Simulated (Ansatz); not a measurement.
# GaP (F-43m) in Ansatz: further runs

The runs below take GaP through band structure, elastic constants, with PBE, PBEsol, LDA.

All numbers are computed with Ansatz 0.2.0; they aren't measurements. Logs are shortened: lines on timing, memory, paths and dates and some standing lists are left out, and cuts for length are marked.

**What was measured.**

From “Stacking defects in GaP nanowires: Electronic structure and optical properties”, 2018, arxiv:1810.01194, for a bulk crystal of GaP at 10 K: band gap 2.34 eV (indirect).

The runs below are set against these values where they give the same quantity.

### 1 Starting point

Symmetry: F-43m, No. 216, cubic system. The conventional cell has a = 5.451 Å, b = 5.451 Å, c = 5.451 Å, α = 90.00°, β = 90.00°, γ = 90.00°. Ga (site symmetry -43m) is surrounded by 4 P at 2.36 Å. P (site symmetry -43m) is surrounded by 4 Ga at 2.36 Å.

### 2 Band structure, PBE

The input, input.yaml:

```yaml
crystal:
  lattice:
    - [0.0, 2.72525, 2.72525]
    - [2.72525, 0.0, 2.72525]
    - [2.72525, 2.72525, 0.0]
  atoms:
    - { symbol: Ga, position: [0.0, 0.0, 0.0] }
    - { symbol: P, position: [0.75, 0.75, 0.75] }
kpoints:
  mp_grid: { grid: [8, 8, 8] }
  band_path:
    path:
      - [0.0, 0.0, 0.0]
      - [0.5, 0.0, 0.5]
      - [0.5, 0.25, 0.75]
      - [0.375, 0.375, 0.75]
      - [0.0, 0.0, 0.0]
      - [0.5, 0.5, 0.5]
      - [0.625, 0.25, 0.625]
      - [0.5, 0.25, 0.75]
    npoints: 6
scf:
  occupations: { method: fermi_dirac, width: 0.05 }
hamiltonian:
  xc: pbe
  pseudopotentials: { kind: all_electron, lapw: { basis_error: 0.001 } }
output:
  forces: true
  stress: true
  eigenvalues: true
```

Potentials or basis: all-electron LAPW, scalar-relativistic.

Launch:

```sh
ansatz run input.yaml --threads 1 --pin off --max-ram 3072MiB --backend cpu --events-out ev --progress --plain --runs-dir out
```

Output:

```text
Warning: RAYON_NUM_THREADS=1 ignored (pool sized by the plan → 1); use --threads N
LAPW: plane waves up to 8.540 Å⁻¹, error target 1.0e-3 eV per atom; small_component_spin mean_spin; P in spheres of 1.060 Å, 13 of its electrons in bands, Dirac shells []; Ga in spheres of 1.300 Å, 21 of its electrons in bands, Dirac shells [] (how accurate: hamiltonian.pseudopotentials.lapw.basis_error, Limitations)
Engine: ansatz 0.2.0, x86_64-unknown-linux-gnu
Pseudopotentials: kind: all_electron
Pseudopotential: Ga, LAPW, valence charge 21, lapw/all_electron/scalar/gaussian/Ga, Koelling and Harmon's equation, gaussian nucleus
Pseudopotential: P, LAPW, valence charge 13, lapw/all_electron/scalar/gaussian/P, Koelling and Harmon's equation, gaussian nucleus
Functional definition: PBE
  parameter kappa = 0.804
  parameter beta = 0.06672455060314922
  exchange = pbe_x(kappa = kappa, mu = beta*pi^2/3)
  correlation = pbe_c(beta = beta)
Crystal: 2 atoms, lattice volume = 40.481 Å³
Basis set: ecut = 277.8989088076663 eV, 411 PW (Γ), exchange–correlation at level 2
Bands: 21, of which v1, the nominal top of the filled ones, is band 17 counted from 1 (16 counted from 0)
Symmetry: 24 space group operations
Space group: F-43m (ITA 216), of the structure as read, at distance tolerance 3.4e-5 Å
k-points: 29 of 512 (time reversal used)
Non-local potential: Ga, projectors of the file, none
Non-local potential: P, projectors of the file, none
Initial density: superposition of atomic densities (chi_scale 0.1, normalization cell, long waves kept (reshape's long-wave potential 0.00 eV rms))
Initial wavefunctions: plane waves of lowest kinetic energy (no species holds an atomic orbital)
Functional: x = pbe(κ = 0.804, μ = 0.2195149727645171), c = pbe(β = 0.06672455060314922)
iter 1 solved again at ethr=2.47e-3 eV; its pass at ethr=1.00e-1 eV (dr2=8.41e-1 eV) is discarded
SCF iter   1: F=—  HF=-62209.939709 eV  |F-HF|=—  |Δ(HF+E_count)|=         —  Δρ=3.88e-2  dr2=8.42e-1  ethr=2.47e-3  ⟨swp⟩=2.0  Hψ=4154  notcnv=0
preconditioner: auto → none  [insulator: Δε(μ)=2.034 eV  Ē_g=15.010 eV  σ=0.050 eV  W_gap=1.00  n_scr=14 (ndim 8)  ℏωp=24.8 eV  f_vac=0.017  D(μ)=0.00/eV (n_scr^D=0)  ε∞_Penn≈3.7]
iter 2 solved again at ethr=2.36e-4 eV; its pass at ethr=2.47e-3 eV (dr2=8.03e-2 eV) is discarded
SCF iter   2: F=—  HF=-62209.698363 eV  |F-HF|=—  |Δ(HF+E_count)|=   2.41e-1  Δρ=1.53e-2  dr2=8.02e-2  ethr=2.36e-4  ⟨swp⟩=2.0  Hψ=3138  notcnv=0
SCF iter   3: F=—  HF=-62209.676769 eV  |F-HF|=—  |Δ(HF+E_count)|=   2.16e-2  Δρ=7.02e-3  dr2=1.57e-2  ethr=2.36e-4  ⟨swp⟩=2.0  Hψ=1781  notcnv=0
SCF iter   4: F=—  HF=-62209.673586 eV  |F-HF|=—  |Δ(HF+E_count)|=         —  Δρ=1.97e-3  dr2=1.47e-3  ethr=4.62e-5  ⟨swp⟩=2.0  Hψ=1680  notcnv=0
the basis was enlarged: its passes take 254.7 KiB over the memory plan, 1 of 1 planned eigensolver slots
SCF iter   5: F=—  HF=-62209.672920 eV  |F-HF|=—  |Δ(HF+E_count)|=   6.66e-4  Δρ=3.01e-4  dr2=2.43e-5  ethr=4.32e-6  ⟨swp⟩=2.0  Hψ=1674  notcnv=0
SCF iter   6: F=—  HF=-62209.672962 eV  |F-HF|=—  |Δ(HF+E_count)|=   4.16e-5  Δρ=4.68e-5  dr2=5.99e-7  ethr=7.15e-8  ⟨swp⟩=3.0  Hψ=1783  notcnv=0
SCF iter   7: F=-62209.672963 eV  HF=-62209.672963 eV  |F-HF|=1.14e-8  |Δ(HF+E_count)|=   1.48e-6  Δρ=4.42e-6  dr2=9.89e-9  ethr=1.76e-9  ⟨swp⟩=3.0  Hψ=1782  notcnv=0
SCF 1 converged in 7 iterations: F = -62209.672963 eV  dr2 = 9.89e-9
NSCF: frozen V_eff on 43 k-points
SCF converged after 7 iterations
Free energy (F): -62209.672963 eV
Harris-Foulkes:  -62209.672963 eV  (|F-HF|=1.14e-8)
Internal energy: -62209.672963 eV  (E = F + TS)
E sigma→0 (E₀):  -62209.672963 eV
Fermi energy:    9.320600 eV
--- Per-component energies (eV) ---
  E_band       = -1791.533752
  E_kinetic    = 63284.590780
  E_xc         = -2691.899891
  E_electrostatic = -122802.363852  (all electrons and nuclei)
  E_smearing   = -0.000000  (= −TS)
  E_closure    = 0.000000  (closes the sum)
  E_atoms      = -62200.568823  (free atoms, spherical and without spin; not in F)
  Σ components = -62209.672963   (vs F -62209.672963, Δ=0.00e0)
  Basis errors (estimates in eV, not in F): energy 4.4e-4 per atom: plane waves 4.1e-4 (2.4e-4 summed), levels above the bands 1.3e-62, relativity 2.1e-8, radial functions 3.3e-5, core shells 1.7e-11; eigenvalues (radial functions only) 9.0e-7; not estimated: angular momenta, meshes, grids; target (lapw.basis_error) 1.0e-3; muffin-tin radii P 1.060 Å, Ga 1.300 Å
--- Forces (eV/Å), atoms counted from 1 ---
  atom   1  Ga     0.00000000    -0.00000000     0.00000000
  atom   2  P     -0.00000000     0.00000000     0.00000000
  max |Σ_I F_I| component: 2.08e-17 eV/Å
--- Stress (GPa, compression-positive) ---
        2.484489      -0.000000      -0.000000
       -0.000000       2.484489       0.000000
       -0.000000       0.000000       2.484489
  P = ⅓ Tr σ = 2.4845 GPa (24.845 kbar)
--- Band table (eV; the first three rows and the last of 29) ---
  k-point 0: bands = ["-159.2155", "-134.8002", "-109.6904", "-109.6904", "-109.6904", "-85.5317", "-85.5317", "-85.5317", "-5.9960", "-5.9960", "-5.9960", "-5.8970", "-5.8970", "-3.9627", "8.5292", "8.5292", "8.5292", "10.3597", "12.4178", "12.4178", "12.4178"]
  k-point 1: bands = ["-159.2155", "-134.8002", "-109.6904", "-109.6904", "-109.6904", "-85.5317", "-85.5317", "-85.5317", "-6.0100", "-5.9912", "-5.9912", "-5.8970", "-5.8970", "-3.7600", "6.9025", "8.2997", "8.2997", "10.9837", "12.7669", "12.7669", "12.9987"]
  k-point 2: bands = ["-159.2155", "-134.8002", "-109.6904", "-109.6904", "-109.6904", "-85.5317", "-85.5317", "-85.5317", "-6.0406", "-5.9812", "-5.9812", "-5.8957", "-5.8957", "-3.1861", "4.6560", "7.8672", "7.8672", "10.6896", "13.2722", "13.2722", "14.8784"]
  k-point 28: bands = ["-159.2155", "-134.8002", "-109.6903", "-109.6903", "-109.6903", "-85.5317", "-85.5317", "-85.5317", "-6.0958", "-5.9572", "-5.9362", "-5.9120", "-5.8882", "-0.9042", "1.9843", "4.9561", "5.1110", "13.2318", "13.3958", "14.6352", "14.6765"]
```

Wall time 18 s (1 thread of Intel Xeon at 2.50GHz (Skylake/Cascade Lake), shared host); peak memory 0.29 GiB.

Results:

| Quantity | Value |
| --- | --- |
| Free energy | -62209.6730 eV |
| Pressure | 2.5 GPa |
| Band gap on the k mesh | 1.64 eV, indirect (least direct gap 1.83 eV) |
| Band gap along the path | 1.60 eV, indirect (least direct gap 1.83 eV) |

Levels at the corners of the path, in eV from the valence-band top:
```csv
point,band 13,band 14,band 15,band 16,band 17,band 18,band 19,band 20,band 21
Γ,-14.43,-12.49,0.00,0.00,0.00,1.83,3.89,3.89,3.89
X,-14.40,-9.53,-6.75,-2.68,-2.68,1.66,1.83,10.58,10.58
W,-14.42,-9.43,-6.54,-3.57,-3.42,4.70,4.87,6.11,6.15
K,-14.41,-9.56,-6.54,-3.93,-2.25,2.19,4.80,8.23,8.26
Γ,-14.43,-12.49,0.00,0.00,0.00,1.83,3.89,3.89,3.89
L,-14.42,-10.42,-6.63,-1.12,-1.12,1.68,4.72,4.72,8.28
U,-14.41,-9.56,-6.54,-3.93,-2.25,2.19,4.80,8.23,8.26
W,-14.42,-9.43,-6.54,-3.57,-3.42,4.70,4.87,6.11,6.15
```

### 3 Elastic constants, PBEsol

The input, input.yaml:

```yaml
crystal:
  lattice:
    - [0.0, 2.72525, 2.72525]
    - [2.72525, 0.0, 2.72525]
    - [2.72525, 2.72525, 0.0]
  atoms:
    - { symbol: Ga, position: [0.0, 0.0, 0.0] }
    - { symbol: P, position: [0.75, 0.75, 0.75] }
kpoints:
  mp_grid: { grid: [6, 6, 6] }
scf:
  occupations: { method: fermi_dirac, width: 0.05 }
hamiltonian:
  xc: pbesol
  pseudopotentials: { kind: all_electron, lapw: { basis_error: 0.001 } }
output:
  forces: true
  stress: true
elastic:
  mode: clamped_ion
  stencil: two_point
```

Potentials or basis: all-electron LAPW, scalar-relativistic.

Launch:

```sh
ansatz run input.yaml --threads 1 --pin off --max-ram 3072MiB --backend cpu --events-out ev --progress --plain --runs-dir out
```

Output:

```text
Warning: RAYON_NUM_THREADS=1 ignored (pool sized by the plan → 1); use --threads N
LAPW: plane waves up to 8.902 Å⁻¹, error target 1.0e-3 eV per atom; small_component_spin mean_spin; P in spheres of 1.032 Å, 13 of its electrons in bands, Dirac shells []; Ga in spheres of 1.257 Å, 21 of its electrons in bands, Dirac shells [] (how accurate: hamiltonian.pseudopotentials.lapw.basis_error, Limitations)
[... 4 set-up lines as earlier in the session ...]
Functional definition: PBEsol
  exchange = pbesol_x
  correlation = pbesol_c
Crystal: 2 atoms, lattice volume = 40.481 Å³
Basis set: ecut = 301.9047060438312 eV, 531 PW (Γ), exchange–correlation at level 2
Bands: 21, of which v1, the nominal top of the filled ones, is band 17 counted from 1 (16 counted from 0)
[... 2 set-up lines as earlier in the session ...]
k-points: 16 of 216 (time reversal used)
[... 115 lines left out ...]
         0.000      0.000      0.000     88.711     -0.000     -0.000
        -0.000     -0.000     -0.000     -0.000     88.711      0.000
        -0.000      0.000      0.000     -0.000      0.000     88.711
  reference stress σ⁰ (GPa):      0.541      0.541      0.541     -0.000      0.000     -0.000
  no Pulay correction (none for the plane-wave cutoff is built on LAPW): the batch's stresses and constants are at fixed plane waves
  C* (energy form; C + prestress term) asymmetry max|C*_kj − C*_jk| = 1.421e-14 GPa — a small one proves nothing (zero by symmetry where the batch's group is 432, −43m or m−3m); a large one is finite-difference/SCF noise where every solve meets its electron count
  moduli (Voigt/Reuss/Hill, GPa): K = 82.76/82.76/82.76   G = 68.22/57.37/62.80   E = 150.36   ν = 0.197
  mechanically stable: yes (min eigenvalue of sym C = 74.99 GPa)
  where every solve meets its electron count the energy-path curvature estimates C_jj along a normal strain and C_jj − ¼(σ⁰_aa + σ⁰_bb) along a shear (ab), closely only under elastic.basis: deformed
  strain η (Voigt 11):  stress-route row diagonal C_11 = 132.76 GPa, energy-path curvature d²(F+E_count)/dδ²/Ω₀ = 132.76 GPa
         δ    σ_11 (GPa)             F (eV)   n_scf  n_hpsi   n_pw
    -2.000e-3       0.2750      -62154.1929143       7   17623    531
     2.000e-3       0.8060      -62154.1923677       7   17548    531
  strain η (Voigt 23):  stress-route row diagonal C_44 = 88.71 GPa, energy-path curvature d²(F+E_count)/dδ²/Ω₀ = 88.44 GPa
         δ    σ_23 (GPa)             F (eV)   n_scf  n_hpsi   n_pw
    -2.000e-3      -0.1774      -62154.1926634       8   29581    531
     2.000e-3       0.1774      -62154.1926634       8   29562    531
```

elastic_members.tsv:

```text
# convention: tension-positive GPa; Voigt order 11 22 33 23 13 12; engineering shear strains; stresses and constants hold the Pulay correction, whose part of sigma0, of c and of each member's stress the lines and columns named pulay_correction_..._gpa give (of c_energy it is that of c and, on the columns of strains 1 to 3, that of sigma0; of a layer's constants it is that of c in the plane, times a tenth of its plane spacing in ang); where a line pulay_correction_withheld stands none holds it
[... 14 lines left out ...]
3	2.0000000000e-3	5.4075284601e-1	5.4055255870e-1	5.4055255870e-1	1.7742081256e-1	2.7793334197e-16	5.2981043312e-16	-6.2154192663e4	-6.2154192663e4	8	29562	531	nan	nan	0.0000000000e0	nan	nan	nan	nan	nan	nan	nan	0.0000000000e0
```

It took 88 s on 1 thread of Intel Xeon at 2.50GHz (Skylake/Cascade Lake), shared host; peak memory 0.34 GiB.

Results:

- Free energy: -62154.1927 eV
- Pressure: -0.5 GPa
- Band gap on the k mesh: 1.51 eV, indirect (least direct gap 1.74 eV)
- Clamped-ion elastic constants C11, C12, C44: 133, 58, 89 GPa
- Voigt bulk modulus: 83 GPa

Levels at points of the mesh, in eV from the valence-band top:
```
             k point  band 15  band 16  band 17  band 18  band 19  band 20
  (0.00, 0.00, 0.00)     0.00     0.00     0.00     1.74     3.82     3.82
 (0.00, 0.00, -0.50)    -6.69    -1.13    -1.13     1.58     4.64     4.64
(0.00, -0.50, -0.50)    -6.81    -2.71    -2.71     1.51     1.71    10.52
```

Elastic tensor in Voigt notation (GPa, ions clamped, in the Cartesian axes of the cell as first typed):
```
133  58  58   0   0   0
 58 133  58   0   0   0
 58  58 133   0   0   0
  0   0   0  89   0   0
  0   0   0   0  89   0
  0   0   0   0   0  89
```

(Continued in part 2 of 2.)
